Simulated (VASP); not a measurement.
Write the native input for VASP 6.6.1 that does the following.

```
Task                   : single point
Functional             : r2SCAN
Potentials or basis    : VASP PAW PBE potentials, release 64 (Ga_d, P)
Cutoff                 : 520 eV
k mesh                 : 8 × 8 × 8
Occupations            : gaussian, width 0.01 eV
Spin                   : no spin polarisation
Dipole correction      : no
Further INCAR settings : ALGO = Normal; EDIFF = 1e-06; NBANDS = 16
```

Crystal: GaP.

```
Ga P
1.0
     0.00000    2.72540    2.72540
     2.79517    0.00000    2.72540
     2.79517    2.72540    0.00000
Ga P
1 1
Direct
  0.00000 0.00000 0.00000
  0.25000 0.25000 0.25000
```

The cell was built by a generator and needn't be a form met in nature.

The cell isn't the ideal one: uniaxial_x strain +2.6%.

One way to write it, as run:

POSCAR

```
GaP
1.0
    0.0000000000      2.7253992957      2.7253992957
    2.7951695177      0.0000000000      2.7253992957
    2.7951695177      2.7253992957      0.0000000000
Ga P
1 1
Direct
    0.0000000000      0.0000000000      0.0000000000
    0.2500000000      0.2500000000      0.2500000000
```

INCAR.step1

```
ALGO = Normal
EDIFF = 1E-4
ENCUT = 520
GGA = PE
ISMEAR = 0
LASPH = T
LCHARG = F
LREAL = F
LWAVE = T
NBANDS = 16
NELM = 100
PREC = Accurate
SIGMA = 0.01
```

INCAR.step2

```
ALGO = Normal
EDIFF = 1E-6
ENCUT = 520
ISIF = 2
ISMEAR = 0
ISTART = 1
LASPH = T
LCHARG = T
LELF = T
LMIXTAU = T
LREAL = F
LVHAR = T
LWAVE = F
METAGGA = R2SCAN
NBANDS = 16
NELM = 100
PREC = Accurate
SIGMA = 0.01
```

KPOINTS

```
k-points
0
Gamma
  8 8 8
```

Potentials or basis: VASP PAW PBE potentials, release 64 (Ga_d, P).

Command:

```sh
$ cat potpaw_PBE.64/Ga_d/POTCAR potpaw_PBE.64/P/POTCAR > POTCAR
$ cp INCAR.step1 INCAR
$ mpirun -np 1 vasp_std > vasp.out
$ cp INCAR.step2 INCAR
$ mpirun -np 1 vasp_std > vasp.out
```

It gave:

| Item | Value |
| --- | --- |
| Pressure | -2.2 GPa |
| Band gap on the k mesh | 1.81 eV, indirect (least direct gap 2.06 eV) |

Caveat: the PAW data sets were made with another functional, which shifts forces and pressure a little.

It took 99 s on 1 thread of AMD EPYC 9R45 96-Core Processor (Zen 5), with other jobs on the host, peak memory 0.16 GiB.
